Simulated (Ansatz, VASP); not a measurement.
# One calculation of Sr, two programs

```
CELL_PARAMETERS angstrom
-2.37058 2.37058 2.37058
2.37058 -2.37058 2.37058
2.37058 2.37058 -2.37058
ATOMIC_POSITIONS crystal
Sr 0.00000 0.00000 0.00000
```

Alike in both runs: task single point; functional RPBE; k mesh 10 × 10 × 10; occupations fermi-dirac, width 0.1 eV; no spin polarisation.

```csv
,VASP,Ansatz
version,VASP 6.6.1,Ansatz 0.2.0
potentials or method,"VASP PAW PBE potentials, release 64 (Sr_sv)","plane waves (420 eV) with PAW, scalar-relativistic"
plane-wave cutoff (eV),520,420
valence electrons in the cell,10,10
```

```csv
,VASP,Ansatz,Ansatz less VASP
pressure (GPa),1.0,1.0,-0.01
```

With one functional, cell and mesh, what is left measures potentials, basis and numerics.

Caveats: the PAW data sets were made with another functional, which shifts forces and pressure a little (VASP).
